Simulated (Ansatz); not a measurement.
# Σ3 (112) boundary in fcc Rh with C (interstitial): structure and resistance, part 2 of 2

Wanted: what the Σ3 (112) boundary in fcc Rh with C (interstitial) costs an interconnect.

Ansatz 0.2.0; Ansatz plane-wave DFT, PBE, PAW files; relaxation of a bicrystal slab with its lowest layers held; PAW set soft_1 (the session's first sound run).

So far. Step 2 (Relaxing the bicrystal): The largest force component on a free atom ends at 0.013 eV/Å, under the tolerance of 0.03, after 22 steps.

## 3. Transmission across the boundary

Bulk layers of each grain are laid under and over the relaxed boundary, and a lead is named in the middle of each, away from the free faces. The mesh across the current, 24×10, is finer than the density's, because channels open and close sharply across the zone. Energies from -0.1 to 0.1 eV in steps of 0.05 eV are too few for the program's thermal sum, so it prints no conductance; for a metal the transmission near the Fermi level serves, at a fraction of the cost.

This step: Ansatz plane-wave DFT, PBE, PAW files; ballistic transport by layer matching (Landauer), zero bias; boundary relaxed in a short slab, bulk layers laid on; PAW set soft_1 (Ansatz 0.2.0).

System of this step: Σ3 (112) boundary in fcc Rh with C (interstitial). The cell holds 56 atoms: 55 Rh and 1 C. Cell: a = 2.689 Å, b = 6.587 Å, c = 50.495 Å, α = 90.0°, β = 90.0°, γ = 90.0°. It derives from Rh. Regions: lower grain, 22 atoms (22 Rh); boundary, 16 atoms (15 Rh and 1 C); upper grain, 18 atoms (18 Rh). Vacuum lies along c.

input.yaml reads:

```yaml
crystal:
  lattice:
    - [2.6891977995, 0.0, 0.0]
    - [0.0, 6.5871624263, 0.0]
    - [0.0, 0.0, 50.4946532739]
  atoms:
    - { symbol: Rh, position: [-14.5000000004, 9.6666666668, 0.0792163079] }
    - { symbol: Rh, position: [-14.0000000004, 9.3333333335, 0.0945903027] }
    - { symbol: Rh, position: [-13.5000000004, 9.0000000002, 0.1099642975] }
    - { symbol: Rh, position: [-13.0000000004, 8.6666666668, 0.1253382923] }
    - { symbol: Rh, position: [-12.5000000003, 8.3333333335, 0.1407122871] }
    - { symbol: Rh, position: [-12.0000000003, 8.0000000002, 0.1560862819] }
    - { symbol: Rh, position: [-11.5000000003, 7.6666666668, 0.1714602767] }
    - { symbol: Rh, position: [-11.0000000003, 7.3333333335, 0.1868342715] }
    - { symbol: Rh, position: [-10.5000000003, 7.0000000001, 0.2022082663] }
    - { symbol: Rh, position: [-10.0000000002, 6.6666666668, 0.2175822611] }
    - { symbol: Rh, position: [-9.5000000002, 6.3333333335, 0.2329562558] }
    - { symbol: Rh, position: [-9.0000000002, 6.0000000001, 0.2483302506] }
    - { symbol: Rh, position: [-8.5000000002, 5.6666666668, 0.2637042454] }
    - { symbol: Rh, position: [-8.0000000002, 5.3333333334, 0.2790782402] }
    - { symbol: Rh, position: [-7.5000000001, 5.0000000001, 0.294452235] }
    - { symbol: Rh, position: [-7.0000000001, 4.6666666668, 0.3098262298] }
    - { symbol: Rh, position: [-6.5000000001, 4.3333333334, 0.3252002246] }
    - { symbol: Rh, position: [-6.0000000001, 4.0000000001, 0.3405742194] }
    - { symbol: Rh, position: [-5.5000000001, 3.6666666668, 0.3559482142] }
    - { symbol: Rh, position: [-5.0000000001, 3.3333333334, 0.371322209] }
    - { symbol: Rh, position: [-4.5, 3.0000000001, 0.3866962038] }
    - { symbol: Rh, position: [-4.0, 2.6666666667, 0.4020701986] }
    - { symbol: Rh, position: [0.5, 0.3333333334, 0.4174441934] }
    - { symbol: Rh, position: [1.0, -0.0049844086, 0.4331498926] }
    - { symbol: Rh, position: [0.5, 0.6643806746, 0.4486088742] }
    - { symbol: Rh, position: [1.0, 0.3322334536, 0.4628633199] }
    - { symbol: Rh, position: [0.5, -0.0032315547, 0.4795489848] }
    - { symbol: Rh, position: [1.0, 0.6749267441, 0.4989854003] }
    - { symbol: Rh, position: [0.5, 0.3256459076, 0.5084023616] }
    - { symbol: Rh, position: [0.0, 0.0159007583, 0.5283080746] }
    - { symbol: C, position: [0.5, 0.6053125914, 0.529721934] }
    - { symbol: Rh, position: [1.0, 0.4223223454, 0.5518376325] }
    - { symbol: Rh, position: [0.5, -0.2259000748, 0.5631785901] }
    - { symbol: Rh, position: [1.0, 0.0933527374, 0.5818018215] }
    - { symbol: Rh, position: [0.5, 0.4271106106, 0.5977661744] }
    - { symbol: Rh, position: [1.0, -0.239064226, 0.6121713522] }
    - { symbol: Rh, position: [0.5, 0.0950421931, 0.6281932515] }
    - { symbol: Rh, position: [1.0, 0.430210297, 0.6440517858] }
    - { symbol: Rh, position: [-4.5, 2.7635436304, 0.6594257806] }
    - { symbol: Rh, position: [-5.0, 3.0968769637, 0.6747997754] }
    - { symbol: Rh, position: [-5.5000000001, 3.430210297, 0.6901737702] }
    - { symbol: Rh, position: [-6.0000000001, 3.7635436304, 0.705547765] }
    - { symbol: Rh, position: [-6.5000000001, 4.0968769637, 0.7209217598] }
    - { symbol: Rh, position: [-7.0000000001, 4.4302102971, 0.7362957546] }
    - { symbol: Rh, position: [-7.5000000001, 4.7635436304, 0.7516697494] }
    - { symbol: Rh, position: [-8.0000000001, 5.0968769637, 0.7670437442] }
    - { symbol: Rh, position: [-8.5000000002, 5.4302102971, 0.7824177389] }
    - { symbol: Rh, position: [-9.0000000002, 5.7635436304, 0.7977917337] }
    - { symbol: Rh, position: [-9.5000000002, 6.0968769638, 0.8131657285] }
    - { symbol: Rh, position: [-10.0000000002, 6.4302102971, 0.8285397233] }
    - { symbol: Rh, position: [-10.5000000002, 6.7635436304, 0.8439137181] }
    - { symbol: Rh, position: [-11.0000000003, 7.0968769638, 0.8592877129] }
    - { symbol: Rh, position: [-11.5000000003, 7.4302102971, 0.8746617077] }
    - { symbol: Rh, position: [-12.0000000003, 7.7635436304, 0.8900357025] }
    - { symbol: Rh, position: [-12.5000000003, 8.0968769638, 0.9054096973] }
    - { symbol: Rh, position: [-13.0000000003, 8.4302102971, 0.9207836921] }
kpoints:
  mp_grid: { grid: [9, 4, 1] }
hamiltonian:
  xc: pbe
  pseudopotentials: { kind: paw, azcp: { folder: soft_1 } }
scf:
  occupations: { method: fermi_dirac, width: 0.1 }
output:
  transmission:
    leads: [[12, 13], [45, 46]]
    kmesh: [24, 10]
    e_range: [-0.1, 0.1]
    de: 0.05
  write_potential: true
  write_density: true
  volumetric_format: npy
  elf: true
```

Run with:

```sh
$ ansatz run input.yaml --threads 4 --pin off --max-ram 15360MiB --backend cpu --events-out ev --progress --plain --runs-dir out
```

Numbers of over 12 decimals in the logs are rounded to 6 here.

What it wrote:

```text
[...]
Crystal: 56 atoms, lattice volume = 894.472 Å³
Basis set: ecut = 420 eV, 17515 PW (Γ)
Bands: 564, of which v1, the nominal top of the filled ones, is band 470 counted from 1 (469 counted from 0)
Symmetry: 2 space group operations
[...]
k-points: 15 of 36 (time reversal used)
[...]
SCF iter   1: F=—  HF=-352432.905097 eV  |F-HF|=—  |Δ(HF+E_count)|=         —  Δρ=1.02e-1  dr2=1.38e2  ethr=3.10e-3  ⟨swp⟩=5.9  Hψ=27576  notcnv=0  defer=365
[...]
SCF iter  12: F=-352406.110311 eV  HF=-352406.110311 eV  |F-HF|=4.53e-8  |Δ(HF+E_count)|=   3.14e-9  Δρ=1.32e-6  dr2=5.46e-8  ethr=1.06e-11  ⟨swp⟩=11.2  Hψ=24501  notcnv=0
SCF 1 converged in 12 iterations: F = -352406.110311 eV  dr2 = 5.46e-8
[...]
transmission: 562 of 5616 steps passed
transmission: 1124 of 5616 steps passed
[...]
transmission: 5616 of 5616 steps passed
WARN: The input density's exchange-correlation potential varies sharply where the density is thin. Do not read a vacuum level from v_tot or v_xc, or from such a field of the output density. On a cell that repeats whose density bears no net charge and no dipole along the vacuum's axis use v_es (v_loc + v_h of the components); under efield.dipole_correction with no amplitude use v_es + v_field, which holds any external [...]
SCF converged after 12 iterations
the last check of whether an eigenvalue changes by more than its tolerance under the output density was not made (no_room)
Free energy (F): -352406.110311 eV
[...]
Internal energy: -352403.517205 eV  (E = F + TS)
E sigma→0 (E₀):  -352404.813758 eV
Entropy (-TS):   -2.593106 eV (-46.305 meV/atom)
Fermi energy:    18.304790 eV
[...]
--- Band table (eV; the first three rows and the last of 15) ---
  k-point 0: bands = [... 466 lower, 17.9617, 18.0144, 18.0454, 18.0639, 18.1143, 18.1489, 18.2058, 18.2283, ... 90 higher]
  k-point 1: bands = [... 466 lower, 17.9518, 17.9860, 18.0023, 18.0089, 18.0201, 18.0789, 18.1198, 18.1584, ... 90 higher]
  k-point 2: bands = [... 466 lower, 17.8190, 17.8455, 17.8618, 17.9218, 17.9354, 17.9581, 17.9887, 18.0194, ... 90 higher]
  k-point 14: bands = [... 466 lower, 18.8128, 18.8179, 18.8241, 18.8368, 18.8473, 18.8545, 18.8776, 18.8892, ... 90 higher]
--- Transmission ---
  basis      : 159 plane waves across, 72 finite elements along
  points     : 78, standing for a mesh of 24 x 10
  energies   : 5 from -0.100000 to 0.100000 eV about the Fermi level, 0.050000 eV apart; the leads are filled to 0.000000 eV, and channels, transmission and decay are at 0.000000 eV
  crystal 0  : Rh3, at the sites [12, 13], period 2.3289 Å, over 17.86 Å; its Hamiltonian steps by up to 16.9 meV
    offset         : up to 0.0000 Å between an atom of the period and one for which it stands
    channels       : 5.175000e0 a spin
    conductance    : none, the energies end too early or step too widely for 300 K: set another output.transmission.e_range or a lower de, or, where they end at an eighth of basis.ecutwfc, a higher one
[...]
channels       : 5.191667e0 a spin
[...]
junction   : crystal 0 to crystal 1, 12.62 to 37.26 Å
    transmission   : 2.691475e0 a spin
[...]
```

Run time: 15 min. Hardware: 4 threads of Arm Neoverse V2, shared host; peak memory 10 GiB.

The column dr2 measures how far the density is from self-consistency, as an energy; F and HF (Harris–Foulkes) agree once it is small.

Numbers from this step:

- free energy: -352406.1103 eV
- energy at zero smearing: -352404.8138 eV
- Fermi energy: 18.30 eV
- cell area: 17.71 Å²
- transmission per spin nearest the Fermi level: 2.691
- open channels per spin nearest the Fermi level: 5.175
- open channels per spin, upper lead: 5.192
- step of the lead's potential: 16.9 meV
- step of the upper lead's potential: 14.5 meV

Per spin. The transmission, zone mean by energy, zero at the Fermi level:

```csv
energy (eV),"transmission, zone mean"
-0.1000,2.72
-0.0500,2.70
0.0000,2.69
0.0500,2.71
0.1000,2.76
```

Per spin. Open channels, zone mean against energy, zero at the Fermi level:

```csv
energy (eV),lead,upper lead
-0.1000,5.18,5.22
-0.0500,5.22,5.21
0.0000,5.17,5.19
0.0500,5.22,5.22
0.1000,5.36,5.34
```

Transmission over k1 and k2. At 0.0000 eV from the Fermi level.

Ten even steps from '0' (0.55) to '9' (4.68):
```
420324433242624233442302
332444444356865344444423
664744644677877644644746
765856657599799575665856
765774477799999777447756
765856657599799575665856
664744644677877644644746
332444444356865344444423
420324433242624233442302
040104443222522234440104
```
Columns: k1 (b1) from -0.5 to 0.458; rows upwards: k2 (b2) from -0.5 to 0.4.

Open channels over k1 and k2. At 0.0000 eV from the Fermi level.

Ten even steps from '0' (2.00) to '9' (9.00):
```
520112222242524222221102
222422244255755244222422
554942424777777742424945
555954445588788554445955
555882255788888755228855
555954445588788554445955
554942424777777742424945
222422244255755244222422
520112222242524222221102
020002222222522222220002
```
Columns: k1 (b1) from -0.5 to 0.458; rows upwards: k2 (b2) from -0.5 to 0.4.

Valence density in the cb plane at fractional x = 0.500, with atoms of Rh and C within 0.2 Å of it. It is the smooth field of the valence electrons, not physical close to the nuclei.

Values in e/Å³, 10 rows by 16 columns, each cell a mean:
```
 4  5  0  0  0  6  3  0  0  1  1  0  0  1  1  0
 1  1  0  0  1  1  0  0  0  5  4  0  0  0  5  3
 1  0  0  3  5  0  0  0  1  6  6  0  0  0  8  5
 1  0  0  4  8  0  0  1  1  1  1  0  0  0  1  1
 0  0  0  1  2  0  0  1  1  0  0  3  1  0  0  1
 0  0  3  1  0  0  1  3  0  0  1  9  4  0  0  2
 0  1 10  2  0  0  4  9  0  0  0  4  2  0  0  1
 0  0  4  1  0  0  2  4  0  0  0  0  1  1  0  0
 1  1  0  0  0  1  1  0  0  0  0  0  3  8  1  0
 5  7  0  0  0  8  3  0  0  0  0  0  2  7  0  0
```
Columns run along c (16.0 Å, from fractional 0.37 to 0.69 of the cell), rows up along b (6.6 Å). Atoms in or near the plane, at fractional coordinates: Rh at (0.39, 0.00), Rh at (0.42, 0.33), Rh at (0.45, 0.66), Rh at (0.48, 0.00), Rh at (0.51, 0.33), C at (0.53, 0.61), Rh at (0.56, 0.77), Rh at (0.60, 0.43), Rh at (0.63, 0.10), Rh at (0.66, 0.76).

Electrostatic potential energy in the cb plane at fractional x = 0.500, with atoms of Rh and C within 0.2 Å of it. With pseudopotentials it is smooth inside the atoms' cores, unlike the true potential.

Values in eV, 10 rows by 16 columns, each cell a mean:
```
-20 -28  18  18  15 -38 -10  20  19  13  12  21  17   9  13  16
 12  13  21  16  12  10  16  21  19 -26 -26  19  19  17 -29 -13
  6  19  19  -9 -32  17  18  18  12 -33 -32  18  18  16 -42 -25
  1  18  19 -20 -45  15  18   5 -29   4   7  18  19  20  -1   6
 16  20  17   8  -2  20  19   9 -12  17  17 -15   5  20  19   9
 19  16 -21   7  19  20   4 -14  15  17  12 -50 -18  18  18  -5
 18   7 -55  -9  18  18 -20 -49  13  19  17 -24   0  19  20   8
 19  14 -23   7  20  19  -3 -23  18  21  21  17  11   1  20  19
  7   3  16  19  20   1   9  16  20  21  19  19 -12 -46  12  18
-28 -37  17  18  14 -45 -16  19  18  21  19  19  -7 -41  14  18
```
Columns run along c (16.0 Å, from fractional 0.37 to 0.69 of the cell; values clipped at the 3rd and 97th percentile), rows up along b (6.6 Å). Atoms in or near the plane, at fractional coordinates: Rh at (0.39, 0.00), Rh at (0.42, 0.33), Rh at (0.45, 0.66), Rh at (0.48, 0.00), Rh at (0.51, 0.33), C at (0.53, 0.61), Rh at (0.56, 0.77), Rh at (0.60, 0.43), Rh at (0.63, 0.10), Rh at (0.66, 0.76).

ELF in the cb plane at fractional x = 0.500, with atoms of Rh and C within 0.2 Å of it. It is the smooth field of the valence electrons, not physical close to the nuclei.

Ten even steps from '0' (0.12) to '9' (0.75), each cell a mean:
```
27997211222213799721111221111211111222121111
14664111122212466410001122343101111111223221
22221110111112222110000113787301112221257751
21222111113432222210012215898511222221379972
41222111147873122221257744898511222111389962
62222221259995112222597983576212222111267741
62112222148985111112780394122111111101122222
31111222125653111112682484111112221111111122
11111111122221100111378862111136763111122214
21111244312222111123334531122269984112222126
21111588621222111367741111222269984122222127
22212799841222221489972112221147762122211115
22221689841222221379972111111112322111111111
12221356521111222146641100001121122232111111
11111222111011111122221100001122213676411112
13442121211111233211222100001222215899611222
26885122221113687512222110012221115898512222
38997212222214899721212211112211113776312221
```
Columns run along c (16.0 Å, from fractional 0.37 to 0.69 of the cell), rows up along b (6.6 Å). Atoms in or near the plane, at fractional coordinates: Rh at (0.39, 0.00), Rh at (0.42, 0.33), Rh at (0.45, 0.66), Rh at (0.48, 0.00), Rh at (0.51, 0.33), C at (0.53, 0.61), Rh at (0.56, 0.77), Rh at (0.60, 0.43), Rh at (0.63, 0.10), Rh at (0.66, 0.76).

Over the solved energies the transmission per spin lies between 2.69 and 2.76, out of 5.23 channels of the lead on average (up to 5.36).

## 4. Specific resistance

This step: Ansatz plane-wave DFT, PBE, PAW files; ballistic transport by layer matching (Landauer), zero bias; specific resistance of the boundary; PAW set soft_1 (Ansatz 0.2.0).

Numbers from this step:

```
area resistance                      : 0.4055 fΩ m²
T over the leads' mean channel count : 0.5185
```

Averaged over the energies near the Fermi level, 51.9 % of the channels pass, which makes 0.406 fΩ m².

By hand, with T and the leads' channels N averaged over the energies near the Fermi level: RA = A (h/2e²)(1/T − ½[1/N₁ + 1/N₂]) = 17.71×10⁻²⁰ m² × 12 906 Ω × (1/2.715 − ½[1/5.233 + 1/5.237]) = 0.406 fΩ m².

## 5. What came out

```yaml
specific_resistance_of_the_boundary: 0.406 fΩ m²
share_of_channels_that_pass: 0.519
```

The boundary has a specific resistance of 0.41 fΩ m². The boundary reflects 48 % of the channels; 0.41 fΩ m² is 4.1×10⁻¹² Ω·cm². One C in 17.7 Å² of boundary is a high coverage. In the relaxation the upper grain slid sideways by about 1.6 Å, so the result belongs to the position that it found, not to the starting one. One starting structure was relaxed; another shift or atom count at the boundary may lie lower.

[Logs are printed without paths, hosts, clocks, repeated set-up lines and the standing remarks that a program may print on its own settings, such as how far it seeks lower states.]

[Hosts, paths, dates, database ids (printed as entryN), source tags and the programs' standing remarks are cut or masked in the printed files.]
